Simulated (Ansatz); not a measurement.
# Ni (Fm-3m): single point from a Python script

What energy and properties does Ni (Fm-3m) have at the given structure? A script is to give a single point; the system is Ni (Fm-3m).

Computed with Ansatz 0.2.0, driven from Python. Level of theory: DFT PBE, plane waves, PAW.

**1. Starting point**

Symmetry: Fm-3m, No. 225, cubic system. The conventional cell has a = 3.524 Å, b = 3.524 Å, c = 3.524 Å, α = 90.00°, β = 90.00°, γ = 90.00°. Ni (site symmetry m-3m) is surrounded by 12 Ni at 2.49 Å.

No structure file is read: the coordinates are typed or built in the script.

**2. The script**

Contents of scf.py:

```python
"""Single point of Ni."""

from pathlib import Path
import logging
import sys
import warnings

import ansatz as az
import numpy as np

logging.basicConfig(stream=sys.stdout, format="%(levelname)s:%(name)s:%(message)s")
logger = logging.getLogger("ansatz_job")
logger.setLevel(logging.INFO)


def main() -> None:
    warnings.simplefilter("ignore", az.DeckWarning)

    cell = (
        az.Lattice.of((0.0, 1.761935, 1.761935), (1.761935, 0.0, 1.761935), (1.761935, 1.761935, 0.0))
        .atom("Ni", (0.0, 0.0, 0.0))
        .moments(Ni=2.0)
    )

    # the calculation
    calc = (
        cell.calculation()
        .kpoints(density=4.1)
        .basis(41 * az.Ry)
        .scf(tolerance=1e-08)
        .occupations(az.OccupationsMethod.FERMI_DIRAC, width=0.05)
        .spin(az.SpinTreatment.COLLINEAR)
        .functional("pbe")
        .density()
        .potential()
        .electron_localization_function()
        .output_files(volumetric_format="npy")
    )
    session = calc.session()
    planned = session.plan(threads=1)
    result = planned.execute()
    data = result.report

    logger.info("%-22s %14.5f eV" % ("F = E - TS", data["free_energy_ev"]))
    logger.info("%-22s %14.5f eV" % ("E", data["internal_energy_ev"]))
    logger.info("%-22s %14.5f eV" % ("Harris-Foulkes", data["harris_foulkes_ev"]))
    logger.info("%-22s %14.5f eV" % ("Fermi level", data["fermi_energy_ev"]))

    logger.info(f"net moment {data['magnetization_mub']:.3f} muB, absolute {data['absolute_magnetization_mub']:.3f} muB")
    for index, (site, m) in enumerate(zip(result.lattice.sites, data["site_moments_mub"])):
        logger.info(f"  {index:2d} {site.symbol:2s} {m:7.3f}")

    logger.info("energy terms (eV)")
    for term, value in data["components"].items():
        if abs(value) > 1e-9:
            logger.info(f"  {term:26s} {value:16.5f}")

    rho = result.density()
    up, down = (channel.density_e_per_ang3 for channel in rho.channels)
    voxel = rho.cell_volume_ang3 / up.size
    print([str(channel.component) for channel in rho.channels], rho.dims)
    logger.info(f"integral of up - down {np.sum(up - down) * voxel:.4f}, of its modulus {np.sum(np.abs(up - down)) * voxel:.4f} muB on the grid")
    logger.info(f"spin density from {np.min(up - down):.4f} to {np.max(up - down):.4f} e/A^3")

    lines = ["| quantity | value |", "|---|---|"]
    lines.append(f"| free energy per atom | {data['free_energy_ev'] / len(result.lattice.sites):.4f} eV |")
    lines.append(f"| Fermi level | {data['fermi_energy_ev']:.3f} eV |")
    lines.append(f"| volume per atom | {data['setup']['cell_volume_ang3'] / len(result.lattice.sites):.3f} A^3 |")
    lines.append(f"| valence electrons | {data['n_electrons']:g} |")
    Path("summary.md").write_text("\n".join(lines) + "\n")

    folder = Path(result.write_results("fields"))
    logger.info("densities in e/A^3, potentials in eV, ELF without unit")
    for name in sorted(p.name for p in folder.glob("*.npy")):
        field = np.load(folder / name)
        logger.info(f"{name:16s} {str(field.shape):16s} min {field.min():10.4f}  mean {field.mean():10.4f}  max {field.max():10.4f}")


if __name__ == "__main__":
    main()
```

**3. The calls as engine input**

The package turns the script's settings into the engine's input:

```yaml
crystal:
  lattice:
    - [0.0, 1.761935, 1.761935]
    - [1.761935, 0.0, 1.761935]
    - [1.761935, 1.761935, 0.0]
  atoms:
    - { symbol: Ni, position: [0.0, 0.0, 0.0] }
basis:
  ecutwfc: 557.833418042754
kpoints:
  mp_grid:
    kspacing: 0.24390243902439027
hamiltonian:
  xc: pbe
magnetization:
  spin_polarized: true
  per_species:
    Ni: 2.0
scf:
  convergence:
    dr2_threshold: 1.0e-08
  occupations:
    method: fermi_dirac
    width: 0.05
output:
  write_density: true
  write_potential: true
  volumetric_format: npy
  elf: true
```

**4. Running it**

The run is started by

```console
> python scf.py
```

What it wrote:

```text
INFO:ansatz_job:F = E - TS                -5839.73221 eV
INFO:ansatz_job:E                         -5839.71896 eV
INFO:ansatz_job:Harris-Foulkes            -5839.73221 eV
INFO:ansatz_job:Fermi level                  18.06404 eV
INFO:ansatz_job:net moment 0.633 muB, absolute 0.723 muB
INFO:ansatz_job:   0 Ni   0.671
INFO:ansatz_job:energy terms (eV)
INFO:ansatz_job:  e_band                           -286.39034
INFO:ansatz_job:  e_kinetic                         281.96178
INFO:ansatz_job:  e_local                         -3446.56683
INFO:ansatz_job:  e_nonlocal                        636.18235
INFO:ansatz_job:  e_hartree                        1438.68507
INFO:ansatz_job:  e_xc                              -84.73218
INFO:ansatz_job:  e_vxc                            -109.25768
INFO:ansatz_job:  e_paw                           -1630.14783
INFO:ansatz_job:  e_vpaw                           -526.07886
INFO:ansatz_job:  e_augmentation_tail                 0.00012
INFO:ansatz_job:  e_ewald                         -3035.10144
INFO:ansatz_job:  e_smearing                         -0.01325
['up', 'down'] (20, 20, 20)
INFO:ansatz_job:integral of up - down 0.6327, of its modulus 0.7218 muB on the grid
INFO:ansatz_job:spin density from -0.0124 to 2.8794 e/A^3
INFO:ansatz_job:densities in e/A^3, potentials in eV, ELF without unit
INFO:ansatz_job:elf.npy          (20, 20, 20)     min     0.1680  mean     0.2388  max     0.7332
INFO:ansatz_job:elf_dn.npy       (20, 20, 20)     min     0.1576  mean     0.2509  max     0.7334
INFO:ansatz_job:elf_up.npy       (20, 20, 20)     min     0.1617  mean     0.2272  max     0.7330
INFO:ansatz_job:rho.npy          (20, 20, 20)     min     0.1719  mean     1.6454  max    60.7460
INFO:ansatz_job:rho_spin.npy     (20, 20, 20)     min    -0.0124  mean     0.0578  max     2.8794
INFO:ansatz_job:v_es.npy         (20, 20, 20)     min   -60.5856  mean     7.7310  max    21.2422
INFO:ansatz_job:v_tot_dn.npy     (20, 20, 20)     min   -87.0915  mean    -4.9019  max    11.8839
INFO:ansatz_job:v_tot_up.npy     (20, 20, 20)     min   -87.0683  mean    -4.8629  max    12.0605
```

Run time: 5.8 s. Hardware: 1 thread of Intel Xeon Platinum 8259CL at 2.50GHz (Skylake/Cascade Lake), shared host; peak memory 0.39 GiB.

It wrote summary.md:

```text
| quantity | value |
|---|---|
| free energy per atom | -5839.7322 eV |
| Fermi level | 18.064 eV |
| volume per atom | 10.940 A^3 |
| valence electrons | 18 |
```

**5. Size and end state of the run**

The report of the run holds:

| item | value |
| --- | --- |
| SCF cycles in all | 11 |
| k-points solved | 84 |
| plane waves | 331 |
| bands | 14 |
| valence electrons | 18 |
| free energy (eV) | -5839.73221 |
| Fermi level (eV) | 18.064 |

**6. Real-space pictures**

The maps below are laid out on this run's own conventional cell (a, b, c = 3.524, 3.524, 3.524 Å).

Density in a lattice plane of the grid's cell (edges 3.52 and 3.52 Å, at 0.000 of the third edge), which holds Ni.

Ten even steps from '0' (0.18 e/Å³) to '9' (60.66 e/Å³):
```
753100000000000000000135
321000000000000000000012
110000000000000000000001
000000000000000000000000
000000000000000000000000
000000000000000000000000
000000000001110000000000
000000000012321000000000
000000000135753100000000
000000000247974200000000
000000000135753100000000
000000000012321000000000
000000000001110000000000
000000000000000000000000
000000000000000000000000
000000000000000000000000
110000000000000000000001
321000000000000000000012
753100000000000000000135
974200000000000000000247
```
Columns run along the first of these edges and rows up along the second, over one cell in 24 and 20 even steps from the bottom left corner. Atoms in the plane (fractional): Ni at (0.00, 0.00), Ni at (0.50, 0.50).

ELF in the same plane.

Ten even steps from ' ' (0.17) to '@' (0.74):
```
%%##++--::..        ..........        ..::--++##
++++--::..        ..............        ..::--++
--::::..        ....          ....        ..::::
....          ..                  ..          ..
            ..                                  
          ..          ......          ..        
      ....        ..::::--::::..        ....    
........        ..::--++++++--::..        ......
......        ..::--++##%%##++--::..        ....
......        ..::==**%%@@%%**==::..        ....
......        ..::--++##%%##++--::..        ....
........        ..::--++++++--::..        ......
      ....        ..::::--::::..        ....    
          ..          ......          ..        
                                    ..          
....          ..                  ..          ..
--::::..        ....          ....        ..::::
++++--::..        ..............        ..::--++
%%##++--::..        ..........        ..::--++##
@@%%**==::..        ..........        ..::==**%%
```
Columns run along the first of these edges and rows up along the second, over one cell in 24 and 20 even steps from the bottom left corner. Atoms in the plane (fractional): Ni at (0.00, 0.00), Ni at (0.50, 0.50).

Both are smooth fields of the valence electrons: close to the nuclei they are not physical.

Spin density (up less down) in a lattice plane of the grid's cell (edges 3.52 and 3.52 Å, at 0.000 of the third edge), which holds Ni.

Ten even steps from ' ' (-0.01 e/Å³) to '@' (2.87 e/Å³):
```
##++--..                                  ..--++
--::..                                      ..::
                                                
                                                
                                                
                                                
                                                
                    ..::--::..                  
                  ..--++##++--..                
                  ..==##@@##==..                
                  ..--++##++--..                
                    ..::--::..                  
                                                
                                                
                                                
                                                
                                                
--::..                                      ..::
##++--..                                  ..--++
@@##==..                                  ..==##
```
Columns run along the first of these edges and rows up along the second, over one cell in 24 and 20 even steps from the bottom left corner. Atoms in the plane (fractional): Ni at (0.00, 0.00), Ni at (0.50, 0.50).

**7. What came out**

```
              quantity                    value
           free energy            -5839.7322 eV
       gap on the mesh                     none
moment, net / absolute  0.63 / 0.72 μB per cell
```

In words: The mesh shows no gap. What to keep in mind:
- The energy terms are those on the plane-wave grid, with the one-centre PAW part apart; e_band, e_vxc and e_vpaw aren't summands of the total.
- The mesh is modest for a metal, so energies can be off by several to tens of meV an atom and pressures by half a GPa or more; differences at equal mesh fare better.
- An absolute Fermi energy rests on an arbitrary zero of the periodic potential and has no direct meaning.
- Grid values close to the nuclei reflect the PAW or pseudopotential construction, not the all-electron fields.
- Levels are Kohn-Sham eigenvalues on this mesh.
